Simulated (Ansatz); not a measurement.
## Response of Hf to small distortions

```xyz
1
Lattice="-1.7736 1.7736 1.7736 1.7736 -1.7736 1.7736 1.7736 1.7736 -1.7736" Properties=species:S:1:pos:R:3 pbc="T T T"
Hf    0.0000    0.0000    0.0000
```

The conventional cell has a = 3.547 Å, b = 3.547 Å, c = 3.547 Å, α = 90.00°, β = 90.00°, γ = 90.00°. Around Hf (atom 1) lie 8 Hf at 3.07 Å.

The structure comes from a relaxation in the same program, started in the bcc type, and has space group Im-3m. Whether it is a known phase or the ground state wasn't checked.

Spin–orbit coupling is left out, though it moves levels of the heavy atoms by tenths of an eV or more.

All numbers below come from Ansatz 0.2.0, DFT, PBE, all-electron LAPW, scalar-relativistic.

Sampling and basis: a Γ-centred 16×16×16 k mesh, Fermi–Dirac smearing of 0.08 eV, basis error target 0.5 meV/atom, no spin polarisation.

The unchanged cell is at 0.02 GPa.

In a metal, stresses and small energies carry noise from the k mesh.

x, y and z are the Cartesian axes of the cell as listed; fractional coordinates follow a strain, and an engineering shear is twice the off-diagonal strain component.

With z strained by -1.5 % at fixed volume: energy change under 1 meV/atom; stress change (xx, yy, zz, yz, xz, xy) 0.37, 0.37, -0.62, 0.00, 0.00, 0.00 GPa, compression positive.

(1) With this change (z strained by -4 % at fixed volume), what becomes of the energy and stress?

Answers

(1) Energy change -8 meV/atom; stress change (xx, yy, zz, yz, xz, xy) 1.20, 1.20, -1.91, 0.00, 0.00, 0.00 GPa, compression positive.
